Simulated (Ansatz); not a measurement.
# AlN: a line through an energy map, part 2 of 2

How does the energy of AlN (Fm-3m, No. 225; 4 atoms in the cell) vary with equal normal strain along x, y and z, at amplitude of mode 4 (334 cm⁻¹) = −0.022 Å?

Ansatz 0.2.0; DFT LDA, scalar-relativistic, plane waves, PAW. The steps go on from the part before.

## (6) Point (−0.022 Å, 0.00 %)

input.yaml

```yaml
crystal:
  lattice:
    - [0.0, -2.0055201245, -2.0055201245]
    - [0.0, 2.0055201245, -2.0055201245]
    - [4.0110402489, 0.0, 0.0]
  atoms:
    - { symbol: Al, position: [0.5055845862, 0.4944154138, 0.0] }
    - { symbol: Al, position: [-0.0055845862, 0.0055845862, 0.5] }
    - { symbol: "N", position: [0.4977127899, 0.5022872101, 0.5] }
    - { symbol: "N", position: [0.0022872101, 0.9977127899, 0.0] }
basis:
  ecutwfc: 520.0
kpoints:
  mp_grid: { grid: [8, 8, 6] }
hamiltonian:
  xc: lda
scf:
  occupations: { method: gaussian, width: 0.05 }
output:
  forces: true
  stress: true
  eigenvalues: true
```

Command:

```console
$ ansatz run input.yaml --threads 1 --pin off --max-ram 2048MiB --backend cpu --events-out ev --progress --plain --runs-dir out
```

Output (excerpt; [...] marks lines left out):

```text
Warning: RAYON_NUM_THREADS=1 ignored (pool sized by the plan → 1); use --threads N
[...]
Pseudopotentials: kind: paw
Pseudopotential: Al, paw, valence charge 3, recommended cutoff 420 eV (normal), Al.paw.azcp
Pseudopotential: N, paw, valence charge 5, recommended cutoff 420 eV (normal), N.paw.azcp
Functional definition: SPW92
[...]
Crystal: 4 atoms, lattice volume = 32.266 Å³
Basis set: ecut = 520 eV, 855 PW (Γ)
Bands: 12, of which v1, the nominal top of the filled ones, is band 8 counted from 1 (7 counted from 0)
Symmetry: 8 space group operations
Space group: Cmcm (ITA 63), of the structure as read, at distance tolerance 3.2e-5 Å
k-points: 84 of 384
[...]
SCF iter   1: F=—  HF=-1779.342684 eV  |F-HF|=—  |Δ(HF+E_count)|=         —  Δρ=1.01e-2  dr2=3.18e-2  ethr=1.77e-3  ⟨swp⟩=5.8  Hψ=6629  notcnv=0
[...]
SCF iter   6: F=-1779.331869 eV  HF=-1779.331869 eV  |F-HF|=1.30e-11  |Δ(HF+E_count)|=   4.00e-9  Δρ=1.13e-6  dr2=1.72e-10  ethr=7.09e-11  ⟨swp⟩=2.6  Hψ=4332  notcnv=0
[...]
SCF converged after 6 iterations
Free energy (F): -1779.331869 eV
[...]
E sigma→0 (E₀):  -1779.331869 eV
Fermi energy:    13.635095 eV
[...]
--- Forces (eV/Å), atoms counted from 1 ---
  atom   1  Al     0.00000000     0.24801733     0.00000000
  atom   2  Al     0.00000000    -0.24801733     0.00000000
  atom   3  N      0.00000000    -0.05277481     0.00000000
  atom   4  N      0.00000000     0.05277481     0.00000000
[...]
--- Stress (GPa, compression-positive) ---
        0.057371       0.000000       0.000000
        0.000000       0.105879       0.000000
        0.000000       0.000000      -0.033551
  P = ⅓ Tr σ = 0.0432 GPa (0.432 kbar)
--- Band table (eV; the first three rows and the last of 84) ---
  k-point 0: bands = ["-6.3352", "-1.8673", "3.7238", "8.4124", "8.4128", "11.2810", "11.2828", "11.2840", "15.9900", "16.4336", "17.3846", "23.3076"]
[...]
```

Wall time 4.9 s (1 thread of Arm Neoverse N1, shared host); peak memory 0.35 GiB.

That is 6 meV from the zero.

## (7) The run at (−0.022 Å, 0.83 %)

input.yaml: that of step 6 with these lines changed.

```diff
@@ -2,5 +2,5 @@
   lattice:
-    - [0.0, -2.0055201245, -2.0055201245]
-    - [0.0, 2.0055201245, -2.0055201245]
-    - [4.0110402489, 0.0, 0.0]
+    - [0.0, -2.0221659415, -2.0221659415]
+    - [0.0, 2.0221659415, -2.0221659415]
+    - [4.044331883, 0.0, 0.0]
   atoms:
```

Command:

```console
$ ansatz run input.yaml --threads 1 --pin off --max-ram 2048MiB --backend cpu --events-out ev --progress --plain --runs-dir out
```

Output (excerpt; [...] marks lines left out):

```text
Warning: RAYON_NUM_THREADS=1 ignored (pool sized by the plan → 1); use --threads N
[...]
[... 4 set-up lines as earlier in the session ...]
[...]
Crystal: 4 atoms, lattice volume = 33.076 Å³
Basis set: ecut = 520 eV, 903 PW (Γ)
Bands: 12, of which v1, the nominal top of the filled ones, is band 8 counted from 1 (7 counted from 0)
[... 2 set-up lines as earlier in the session ...]
k-points: 84 of 384
[...]
SCF iter   1: F=—  HF=-1779.325571 eV  |F-HF|=—  |Δ(HF+E_count)|=         —  Δρ=9.74e-3  dr2=3.05e-2  ethr=1.77e-3  ⟨swp⟩=5.9  Hψ=6662  notcnv=0
[...]
SCF iter   6: F=-1779.315223 eV  HF=-1779.315223 eV  |F-HF|=5.00e-12  |Δ(HF+E_count)|=   3.93e-9  Δρ=1.10e-6  dr2=1.80e-10  ethr=6.49e-11  ⟨swp⟩=2.4  Hψ=4275  notcnv=0
[...]
SCF converged after 6 iterations
Free energy (F): -1779.315223 eV
[...]
E sigma→0 (E₀):  -1779.315223 eV
Fermi energy:    13.157642 eV
[...]
--- Forces (eV/Å), atoms counted from 1 ---
  atom   1  Al     0.00000000     0.23165612     0.00000000
  atom   2  Al     0.00000000    -0.23165612     0.00000000
  atom   3  N      0.00000000    -0.06257154     0.00000000
  atom   4  N      0.00000000     0.06257154     0.00000000
[...]
--- Stress (GPa, compression-positive) ---
       -6.474952       0.000000       0.000000
        0.000000      -6.433519       0.000000
        0.000000       0.000000      -6.563123
  P = ⅓ Tr σ = -6.4905 GPa (-64.905 kbar)
--- Band table (eV; the first three rows and the last of 84) ---
  k-point 0: bands = ["-6.4653", "-2.1325", "3.5347", "8.1201", "8.1205", "10.9240", "10.9257", "10.9269", "15.3921", "16.1209", "16.6660", "22.8726"]
[...]
```

It took 5 s on 1 thread of Arm Neoverse N1, shared host; peak memory 0.35 GiB.

Energy on the map's scale: 23 meV.

## (8) The run at (−0.022 Å, 1.67 %)

input.yaml: that of step 7 with these lines changed.

```diff
@@ -2,5 +2,5 @@
   lattice:
-    - [0.0, -2.0221659415, -2.0221659415]
-    - [0.0, 2.0221659415, -2.0221659415]
-    - [4.044331883, 0.0, 0.0]
+    - [0.0, -2.0390123106, -2.0390123106]
+    - [0.0, 2.0390123106, -2.0390123106]
+    - [4.0780246211, 0.0, 0.0]
   atoms:
```

Command:

```console
$ ansatz run input.yaml --threads 1 --pin off --max-ram 2048MiB --backend cpu --events-out ev --progress --plain --runs-dir out
```

Output (excerpt; [...] marks lines left out):

```text
[...]
SCF converged after 6 iterations
Free energy (F): -1779.265710 eV
[...]
E sigma→0 (E₀):  -1779.265710 eV
Fermi energy:    12.688792 eV
[...]
--- Forces (eV/Å), atoms counted from 1 ---
  atom   1  Al     0.00000000     0.21588344     0.00000000
  atom   2  Al     0.00000000    -0.21588344     0.00000000
  atom   3  N      0.00000000    -0.07179222     0.00000000
  atom   4  N      0.00000000     0.07179222     0.00000000
[...]
--- Stress (GPa, compression-positive) ---
      -12.399496       0.000000       0.000000
        0.000000     -12.364099       0.000000
        0.000000       0.000000     -12.484442
  P = ⅓ Tr σ = -12.4160 GPa (-124.160 kbar)
--- Band table (eV; the first three rows and the last of 84) ---
  k-point 0: bands = ["-6.5925", "-2.3934", "3.3497", "7.8333", "7.8338", "10.5732", "10.5750", "10.5761", "14.8051", "15.8122", "15.9614", "22.4427"]
[...]
```

Wall time 4.9 s (1 thread of Arm Neoverse N1, shared host); peak memory 0.35 GiB.

That is 72 meV from the zero.

## (9) Grid point (−0.022 Å, 2.50 %)

input.yaml: that of step 8 with these lines changed.

```diff
@@ -2,5 +2,5 @@
   lattice:
-    - [0.0, -2.0390123106, -2.0390123106]
-    - [0.0, 2.0390123106, -2.0390123106]
-    - [4.0780246211, 0.0, 0.0]
+    - [0.0, -2.0556581276, -2.0556581276]
+    - [0.0, 2.0556581276, -2.0556581276]
+    - [4.1113162551, 0.0, 0.0]
   atoms:
```

Command:

```console
$ ansatz run input.yaml --threads 1 --pin off --max-ram 2048MiB --backend cpu --events-out ev --progress --plain --runs-dir out
```

Output (excerpt; [...] marks lines left out):

```text
[...]
SCF converged after 6 iterations
Free energy (F): -1779.186858 eV
[...]
E sigma→0 (E₀):  -1779.186858 eV
Fermi energy:    12.239173 eV
[...]
--- Forces (eV/Å), atoms counted from 1 ---
  atom   1  Al     0.00000000     0.20103634     0.00000000
  atom   2  Al     0.00000000    -0.20103634     0.00000000
  atom   3  N      0.00000000    -0.08025260     0.00000000
  atom   4  N      0.00000000     0.08025260     0.00000000
[...]
--- Stress (GPa, compression-positive) ---
      -17.631401       0.000000       0.000000
        0.000000     -17.601728       0.000000
        0.000000       0.000000     -17.713554
  P = ⅓ Tr σ = -17.6489 GPa (-176.489 kbar)
--- Band table (eV; the first three rows and the last of 84) ---
  k-point 0: bands = ["-6.7142", "-2.6440", "3.1730", "7.5585", "7.5590", "10.2367", "10.2384", "10.2396", "14.2423", "15.2867", "15.5144", "22.0275"]
[...]
```

It took 5 s on 1 thread of Arm Neoverse N1, shared host; peak memory 0.35 GiB.

That is 151 meV from the zero.

## (10) Changed: xc r2scan, ecutwfc left out

input.yaml: that of step 9 with these lines changed.

```diff
@@ -10,4 +10,2 @@
     - { symbol: "N", position: [0.0022872101, 0.9977127899, 0.0] }
-basis:
-  ecutwfc: 520.0
 kpoints:
@@ -15,3 +13,3 @@
 hamiltonian:
-  xc: lda
+  xc: r2scan
 scf:
@@ -20,3 +18,3 @@
   forces: true
+  eigenvalues: true
   stress: true
-  eigenvalues: true
```

Command:

```console
$ ansatz run input.yaml --threads 1 --pin off --max-ram 2048MiB --backend cpu --events-out ev --progress --plain --runs-dir out
```

Output (excerpt; [...] marks lines left out):

```text
Warning: RAYON_NUM_THREADS=1 ignored (pool sized by the plan → 1); use --threads N
[...]
[... 1 set-up line as earlier in the session ...]
Pseudopotential: Al, paw, valence charge 3, recommended cutoff 500 eV (meta_gga), Al.paw.azcp
Pseudopotential: N, paw, valence charge 5, recommended cutoff 500 eV (meta_gga), N.paw.azcp
Functional definition: r2SCAN
[...]
Crystal: 4 atoms, lattice volume = 34.747 Å³
Basis set: ecut = 500 eV, 903 PW (Γ), exchange–correlation on 96×96×120 points (64 copies of the dense FFT grid, shifted against one another)
Bands: 12, of which v1, the nominal top of the filled ones, is band 8 counted from 1 (7 counted from 0)
[... 1 set-up line as earlier in the session ...]
Space group: Cmcm (ITA 63), of the structure as read, at distance tolerance 3.3e-5 Å
k-points: 84 of 384
[...]
SCF iter   1: F=—  HF=-1855.963070 eV  |F-HF|=—  |Δ(HF+E_count)|=         —  Δρ=7.73e-3  dr2=2.23e-2  dr2_τ=2.89e-1  ethr=1.77e-3  ⟨swp⟩=6.2  Hψ=6736  notcnv=0
[...]
SCF iter   6: F=-1856.210934 eV  HF=-1856.210934 eV  |F-HF|=1.49e-8  |Δ(HF+E_count)|=   2.42e-7  Δρ=1.50e-5  dr2=8.28e-8  dr2_τ=1.21e-9  ethr=6.25e-10  ⟨swp⟩=3.5  Hψ=5128  notcnv=0
[...]
SCF converged after 6 iterations
Free energy (F): -1856.210934 eV
[...]
E sigma→0 (E₀):  -1856.210934 eV
Fermi energy:    12.835419 eV
[...]
--- Forces (eV/Å), atoms counted from 1 ---
  atom   1  Al     0.00000000     0.21268775     0.00000000
  atom   2  Al     0.00000000    -0.21268775     0.00000000
  atom   3  N      0.00000000    -0.09219707     0.00000000
  atom   4  N      0.00000000     0.09219707     0.00000000
[...]
--- Stress (GPa, compression-positive) ---
      -13.381901       0.000000       0.000000
        0.000000     -13.354608       0.000000
        0.000000       0.000000     -13.472108
  P = ⅓ Tr σ = -13.4029 GPa (-134.029 kbar)
--- Band table (eV; the first three rows and the last of 84) ---
  k-point 0: bands = ["-7.5974", "-3.6643", "3.1439", "7.5823", "7.5829", "10.3426", "10.3442", "10.3455", "15.3291", "16.0808", "16.4304", "23.0710"]
[...]
```

It took 10 s on 1 thread of Arm Neoverse N1, shared host; peak memory 0.43 GiB.

```csv
run,ending,energy change,pressure (GPa),gap (eV),force (eV/Å),cycles,time
step 9,converged,-,-17.6,4.00,0.20,6,5 s
variant,converged,not comparable,-13.4,4.98,0.21,6,10 s
```

A change of functional puts the total energy on another scale; the pressure goes from -17.6 to -13.4 GPa and the gap on the mesh goes from 4.00 to 4.98 eV. The cutoff changed too. Cost: 10 s against 5 s.

## (11) What came out

This closing draws on all 2 parts.

| equal normal strain along x, y and z (%) | step | energy (meV) | slope (meV per %) | pressure (GPa) | band gap on the k-mesh (eV) | largest force on an atom (eV/Å) |
| --- | --- | --- | --- | --- | --- | --- |
| −2.50 | 3 | 176 | −140 | 24.4 | 4.99 | 0.302 |
| −1.67 | 4 | 80 | −90 | 15.5 | 5.05 | 0.283 |
| −0.83 | 5 | 24 | −43 | 7.3 | 4.95 | 0.265 |
| 0.00 | 6 | 6 | 0 | 0.0 | 4.70 | 0.248 |
| 0.83 | 7 | 23 | 40 | −6.5 | 4.46 | 0.232 |
| 1.67 | 8 | 72 | 78 | −12.4 | 4.22 | 0.216 |
| 2.50 | 9 | 151 | 112 | −17.6 | 4.00 | 0.201 |

Energies count from the relaxed high-symmetry cell. Slopes come from the forces (and the stress, where the cell changes), not from differences of energies.

```csv
run,outcome
"step 10, run with xc r2scan, ecutwfc left out (against step 9)",converged; the pressure goes from -17.6 to -13.4 GPa; the gap on the mesh goes from 4.00 to 4.98 eV
```

**Reading.** The lowest point of the line is at 0.00 %, 6 meV from the zero. Energies and slopes round the minimum, fitted together, put the minimum at 0.004 %, with a curvature of about 50 meV per %². The highest point computed, at −2.50 %, lies 170 meV above the lowest. This is one cut through a surface in two coordinates; the map's lowest point lies off it.

The gaps are Kohn-Sham values of a semilocal functional, not quasiparticle or optical gaps. Such gaps usually fall short of the measured ones.
